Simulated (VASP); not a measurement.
# PbSe (Clausthalite) (Fm-3m) in VASP: settings compared, part 2 of 2

VASP 6.6.1.

### Step 3. Phonons, LDA

Input file POSCAR:

```
PbSe
1.0
    0.0000000000      3.0606500000      3.0606500000
    3.0606500000      0.0000000000      3.0606500000
    3.0606500000      3.0606500000      0.0000000000
Pb Se
1 1
Direct
    0.0000000000      0.0000000000      0.0000000000
    0.5000000000      0.5000000000      0.5000000000
```

Input file INCAR.step1:

```
SYSTEM = PbSe
  ALGO = Fast
  EDIFF = 1E-8
  EDIFFG = -0.002
  ENCUT = 600
  IBRION = 2
  ISIF = 3
  ISMEAR = -1
  LASPH = .TRUE.
  LCHARG = .FALSE.
  LREAL = .FALSE.
  LWAVE = .FALSE.
  NELM = 60
  NSW = 40
  PREC = Accurate
  SIGMA = 0.05
```

Input file INCAR.step2:

```
SYSTEM = PbSe
  ALGO = Fast
  EDIFF = 1E-8
  ENCUT = 600
  IBRION = 8
  ISIF = 2
  ISMEAR = -1
  LASPH = .TRUE.
  LCHARG = .FALSE.
  LREAL = .FALSE.
  LWAVE = .FALSE.
  NELM = 60
  NSW = 1
  PREC = Accurate
  SIGMA = 0.05
```

Input file KPOINTS:

```
k-points
0
G
  6 6 6
  0 0 0
```

Potentials or basis: VASP PAW LDA potentials, release 64 (Pb_d, Se).

On the command line:

```console
$ cat potpaw_LDA.64/Pb_d/POTCAR potpaw_LDA.64/Se/POTCAR > POTCAR
$ cp INCAR.step1 INCAR
$ mpirun -np 1 vasp_std > vasp.out
$ cp CONTCAR POSCAR
$ cp INCAR.step2 INCAR
$ mpirun -np 1 vasp_std > vasp.out
```

OUTCAR:

```text
SYSTEM = PbSe
   EDIFF = 1E-8
   ENCUT = 600
   IBRION = 8
   ISIF = 2
   ISMEAR = -1
   LASPH = .TRUE.
   LREAL = .FALSE.
   NELM = 60
   NSW = 1
   PREC = Accurate

 ion  position               nearest neighbor table
   1  0.000  0.000  0.000-   2 3.02   2 3.02   2 3.02   2 3.02   2 3.02   2 3.02
   2  0.500  0.500  0.500-   1 3.02   1 3.02   1 3.02   1 3.02   1 3.02   1 3.02

  LATTYP: Found a face centered cubic cell.
 ALAT       =     6.0395495358

  Lattice vectors:

 A1 = (   0.0000000000,   3.0197747679,   3.0197747679)
 A2 = (   3.0197747679,   0.0000000000,   3.0197747679)
 A3 = (   3.0197747679,   3.0197747679,   0.0000000000)

Analysis of symmetry for initial positions (statically):
=====================================================================
 Subroutine PRICEL returns:
 Original cell was already a primitive cell.

 Routine SETGRP: Setting up the symmetry group for a
 face centered cubic supercell.
[... 492 lines left out ...]

 INTERNAL STRAIN TENSOR  FOR ION    2  DIRECTION 1   (eV/Angst):
 -----------------------------------------------------------------------------
    -0.01242 -0.00000  0.00000
     0.00000  0.01018 -0.00000
     0.00000 -0.00000  0.01018

 INTERNAL STRAIN TENSOR FOR ION    2 for displacements in x,y,z  (eV/Angst):
          X           Y           Z          XY          YZ          ZX
  --------------------------------------------------------------------------------
  x     0.00000     0.00000     0.00000     0.00000     0.00000     0.00000
  y     0.00000     0.00000     0.00000     0.00000     0.00000     0.00000
  z     0.00000     0.00000     0.00000     0.00000     0.00000     0.00000

 SECOND DERIVATIVES (NOT SYMMETRIZED)
 ------------------------------------
               1X          1Y          1Z          2X          2Y          2Z
  1X    -0.346353    0.000000    0.000000    0.346353    0.000000    0.000000
  1Y     0.000000   -0.346353    0.000000    0.000000    0.346353    0.000000
  1Z     0.000000    0.000000   -0.346353    0.000000    0.000000    0.346353
  2X     0.353239    0.000000    0.000000   -0.353239    0.000000    0.000000
  2Y     0.000000    0.353239    0.000000    0.000000   -0.353239    0.000000
  2Z     0.000000    0.000000    0.353239    0.000000    0.000000   -0.353239

 Eigenvectors and eigenvalues of the dynamical matrix
 ----------------------------------------------------

   1 f  =    1.225530 THz     7.700232 2PiTHz   40.879278 cm-1     5.068382 meV
             X         Y         Z           dx          dy          dz
      0.000000  0.000000  0.000000     0.000000    0.521558    0.000000
      3.019775  3.019775  3.019775     0.000000   -0.853216    0.000000
[... 21 lines left out ...]
   6 f/i=    0.005367 THz     0.033724 2PiTHz    0.179035 cm-1     0.022198 meV
             X         Y         Z           dx          dy          dz
      0.000000  0.000000  0.000000     0.000000    0.000000    0.853216
      3.019775  3.019775  3.019775     0.000000    0.000000    0.521558

--------------------------------------------------------------------------------------------------------

 ELASTIC MODULI CONTR FROM IONIC RELAXATION (kBar)
 Direction    XX          YY          ZZ          XY          YZ          ZX
 --------------------------------------------------------------------------------
 XX           0.0000      0.0000      0.0000      0.0000      0.0000      0.0000
 YY           0.0000      0.0000      0.0000      0.0000      0.0000      0.0000
 ZZ           0.0000      0.0000      0.0000      0.0000      0.0000      0.0000
 XY           0.0000      0.0000      0.0000      0.0000      0.0000      0.0000
 YZ           0.0000      0.0000      0.0000      0.0000      0.0000      0.0000
 ZX           0.0000      0.0000      0.0000      0.0000      0.0000      0.0000
 --------------------------------------------------------------------------------
```

Run time: 2.5 min. Hardware: 1 thread of Intel Xeon Platinum 8488C (Sapphire Rapids), shared host; peak memory 0.26 GiB.

What came out:

* Relaxed volume: 27.54 Å³/atom
* Relaxed cell: a = 4.271 Å, b = 4.271 Å, c = 4.271 Å, α = 60.00°, β = 60.00°, γ = 60.00°
* Space group after relaxing (to 0.05 Å): Fm-3m (No. 225)
* Highest phonon frequency at Γ, LO-TO splitting left out: 41 cm⁻¹

Step by step:
```csv
step,energy change (eV),largest force (eV/Å),pressure (GPa),volume (Å³)
1,0.0000,0.0000,-2.07,57.34
2,-0.0133,0.0000,0.78,54.32
3,-0.0151,0.0000,0.00,55.07
```

Final structure:
```
Pb Se
1.0
     0.00000    3.01977    3.01977
     3.01977    0.00000    3.01977
     3.01977    3.01977    0.00000
Pb Se
1 1
Direct
  0.00000 0.00000 0.00000
  0.50000 0.50000 0.50000
```

Phonon frequencies in cm⁻¹ (negative: imaginary):
```
              q point     frequencies
(0.000, 0.000, 0.000)  0 0 0 41 41 41
```

The run has no spin-orbit coupling, so splittings on Pb are missing.

### Step 4. For comparison

An earlier run on the cell as given: functional PBEsol; potentials or basis VASP PAW PBE potentials, release 64 (Pb_d, Se); cutoff 520 eV; k mesh 8 × 8 × 8; occupations fermi-dirac, width 0.05 eV; no spin polarisation.

- Pressure: -0.5 GPa
- Band gap on the k mesh: 0.20 eV, direct

### Step 5. Summary

```tsv
task	level	potentials or basis	cell	k mesh	cutoff (eV)	ladder	gap on the mesh (eV)	pressure (GPa)
band structure	MS2	VASP PAW PBE potentials, release 64 (Pb_d, Se)	as given	8 × 8 × 8	520	-	0.37	0.4
phonons	LDA	VASP PAW LDA potentials, release 64 (Pb_d, Se)	relaxed	6 × 6 × 6	600	-	-	-
single point	PBEsol	VASP PAW PBE potentials, release 64 (Pb_d, Se)	as given	8 × 8 × 8	520	free	0.20	-0.5
```

Alike in all rows: no spin polarisation; smearing fermi-dirac 0.05 eV.

Caveats: the PAW data sets were made with another functional, which shifts forces and pressure a little (some runs); spin-orbit coupling is left out, which as a rule narrows the gap of such compounds by several tenths of an eV (some runs).

Total energies depend on the potentials used, so only differences within one code and one set of settings carry meaning.

### Step 6. How close it comes

Step 2. Measured gap of PbSe: 0.28 eV (direct; 300 K; a printed reference work, monograph). This calculation gives 0.37 eV (+0.09 eV). 2 values of this kind are on record (0.15 to 0.28 eV); this one was drawn at random. Spin-orbit coupling on Pb, Se is left out. The value is that of MS2, without temperature or zero-point motion.
